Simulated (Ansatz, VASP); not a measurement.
# B2P3 in VASP and in Ansatz

```
B P
1.0
     2.42211    1.39840    3.16675
    -2.42211    1.39840    3.16675
     0.00000   -2.79681    3.16675
B P
2 3
Cartesian
  0.0000 0.0000 4.7501
  0.0000 0.0000 0.0000
  0.0000 -1.3984 1.5834
  1.2111 0.6992 1.5834
  -1.2111 0.6992 1.5834
```

Alike in both runs: functional PBE; k mesh 12 × 12 × 12; occupations gaussian, width 0.1 eV; no spin polarisation.

Ansatz relaxed the structure, and its values are those at the end. VASP's run is a single point on that final structure, the one shown.

|  | VASP | Ansatz |
| --- | --- | --- |
| version | VASP 6.6.1 | Ansatz 0.2.0 |
| potentials or method | VASP PAW PBE potentials, release 64 (B, P) | scalar-relativistic, plane waves, PAW |
| plane-wave cutoff (eV) | 520 | 420 |
| valence electrons in the cell | 21 | 21 |

|  | VASP | Ansatz | Ansatz less VASP |
| --- | --- | --- | --- |
| gap on the k mesh at the Fermi level (eV) | none | none | - |
| pressure (GPa) | -0.2 | 0.0 | +0.24 |

A gap of «none» marks a metal or a gap that the smearing closes. The functional is the same, so the differences come from potentials, cutoffs and numerics.
